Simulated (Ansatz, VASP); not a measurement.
**Hf in VASP and in Ansatz**

INCAR

```
  PREC = Accurate
  ENCUT = 520
  EDIFF = 1E-6
  ISMEAR = 0
  SIGMA = 0.05
  LREAL = False
  LASPH = True
  NELM = 80
  ALGO = Normal
  ISIF = 2
  LWAVE = False
  LCHARG = False
  GGA = PS
  NBANDS = 11
```

The input KPOINTS:

```
Automatic mesh
0
Gamma
  8 8 8
```

The input POSCAR:

```
Hf
1.0
   -1.7465668333      1.7465668333      1.7465668333
    1.7465668333     -1.7465668333      1.7465668333
    1.7465668333      1.7465668333     -1.7465668333
Hf
1
Direct
    0.0000000000      0.0000000000      0.0000000000
```

Input for Ansatz:

```yaml
crystal:
  lattice:
    - [-1.7465668333081563, 1.746566833308156, 1.746566833308156]
    - [1.7465668333081563, -1.746566833308156, 1.7465668333081565]
    - [1.7465668333081563, 1.7465668333081565, -1.746566833308156]
  atoms:
    - { symbol: Hf, position: [-1.8575320930329045e-33, 9.86174778030533e-33, 9.290480044664725e-33] }
kpoints:
  mp_grid:
    grid: [8, 8, 8]
hamiltonian:
  xc: pbesol
scf:
  occupations:
    method: gaussian
    width: 0.05
output:
  forces: true
  stress: true
```

This isn't the form of Hf at room conditions, which is hcp.

Alike in both runs: task single point; functional PBEsol; k mesh 8 × 8 × 8; occupations gaussian, width 0.05 eV; no spin polarisation.

```csv
,VASP,Ansatz
version,VASP 6.6.1,Ansatz 0.2.0
potentials or method,"VASP PAW PBE potentials, release 64 (Hf_pv)","plane waves, PAW"
plane-wave cutoff (eV),520,420
valence electrons in the cell,10,26
```

```tsv
	VASP	Ansatz	Ansatz less VASP
pressure (GPa)	-0.2	0.1	+0.23
```

The two sets of potentials don't hold the same shells in valence.

Caveats: the PAW data sets were made with another functional, which shifts forces and pressure a little (VASP). Spin-orbit coupling is left out, which matters for the levels of Hf.
